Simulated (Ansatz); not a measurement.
Runs of Ansatz 0.2.0 on SiC (Moissanite). It takes space group P6_3mc (No. 186, hexagonal). The conventional cell has a = 3.076 Å, b = 3.076 Å, c = 5.048 Å, α = 90.00°, β = 90.00°, γ = 120.00°. Around Si (site symmetry 3m) lie 4 C at 1.87 to 1.94 Å. Around C (site symmetry 3m) lie 4 Si at 1.87 to 1.94 Å. 

```csv
task,level,cell,k mesh,smearing,gap on the mesh (eV),pressure (GPa),relaxed volume (Å³/atom),largest force (eV/Å)
phonons,LDA,as given,7 × 7 × 4,fixed,2.53,-,-,-
single point,PBE,as given,10 × 10 × 5,gaussian 0.03 eV,2.48,3.7,-,0.75
relaxation of cell and atoms,BLYP+D4,relaxed,10 × 10 × 5,fermi-dirac 0.05 eV,2.76,0.0,(a),-
single point,PBE,as given,10 × 10 × 5,gaussian 0.029 eV,2.48,3.7,-,0.75
relaxation of cell and atoms,BLYP+D3(BJ),relaxed,10 × 10 × 5,fermi-dirac 0.05 eV,2.75,0.0,(b),-
```

Alike in all rows: potentials or basis Ansatz PAW; no spin polarisation; cutoff (eV) 420.

Task: Fill in the values left out.

Result: (a) 10.30; (b) 10.24.

Caveats: odd divisions of the mesh miss points on the zone boundary, where band edges often lie, so the gap on the mesh can be too wide; the PAW data sets come from PBE, with cores solved anew for the run's functional, which leaves a small shift of forces and pressure (some runs); the plane-wave basis is chosen anew once the cell has moved, so the energies of steps on either side of that aren't comparable (some runs).

A k mesh can miss the band edges.
